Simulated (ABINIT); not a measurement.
Crystal: Pt.

```
Pt
1.0
     0.00000    1.96090    1.96090
     1.96090    0.00000    1.96090
     1.96090    1.96090    0.00000
Pt
1
Cartesian
  0.0000 0.0000 0.0000
```

Program: ABINIT 10.8.3 (patched build). Alike in all runs: no spin polarisation; cell as given; smearing fermi-dirac 0.05 eV. Hardware: 1 thread of Arm Neoverse V1, on a shared host.

Order these runs on this cell by their wall time, lowest first.
A. task band structure; level r2SCAN; potentials or basis JTH PAW LDA v2.0; k mesh 12 × 12 × 12; cutoff (eV) 653; fine-grid cutoff 1251.72 eV; mesh quality not flagged
B. task single point; level PBE; potentials or basis JTH PAW PBE v2.0; k mesh 16 × 16 × 16; cutoff (eV) 435; fine-grid cutoff 870.764 eV; mesh quality not flagged
C. task single point; level PBE; potentials or basis JTH PAW PBE v2.0; k mesh 7 × 7 × 7; cutoff (eV) 435; fine-grid cutoff 870.764 eV; mesh quality coarse

C (6.4 s), B (35 s), A (130 s).

Caveats: some runs use coarse meshes.
